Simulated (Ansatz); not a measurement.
Theory: Ansatz 0.2.0, DFT PBE, scalar-relativistic, plane waves, PAW. All cells share a 420 eV cutoff and Γ-centred k meshes spaced at most about 0.3 Å⁻¹ (about 0.25 or finer for metals, 2π included). No spin polarisation in the final relaxations.

Temperature and zero-point effects are left out. All come from trial cells, and lower structures may exist.

Task: Which of these relaxed structures of Bi is the lowest in energy?
A.

```xyz
1
Lattice="-2.1198 2.1198 1.7769 2.1198 -2.1198 1.7769 2.1198 2.1198 -1.7769" Properties=species:S:1:pos:R:3 pbc="T T T"
Bi    0.0000    0.0000    1.7769
```

B.

```xyz
3
Lattice="0.0000 3.8377 3.8377 3.8377 0.0000 3.8377 3.8377 3.8377 0.0000" Properties=species:S:1:pos:R:3 pbc="T T T"
Bi    1.9189    1.9189    1.9189
Bi    5.7566    5.7566    5.7566
Bi    0.0000    0.0000    0.0000
```

Result: A. It has space group I4/mmm (No. 139); the next, B, with space group Fm-3m (No. 225), lies 90 meV/atom higher. Counting all near atoms (those within 1.25 times the shortest distance at each site; a plus sign parts nearer from farther groups; a slash parts the counts of unlike sites), the lowest has Bi 10+4 and the next has Bi 8/4+6.

Spin–orbit coupling, which can matter for Bi, is left out. Cells relaxed within their symmetry can be saddle points. The part of the Crystallography Open Database at hand lists Bi in space groups No. 12, 166, 194; no cell shown has one of them. Some types were kept out of the candidates beforehand, so the set may lack a known form.
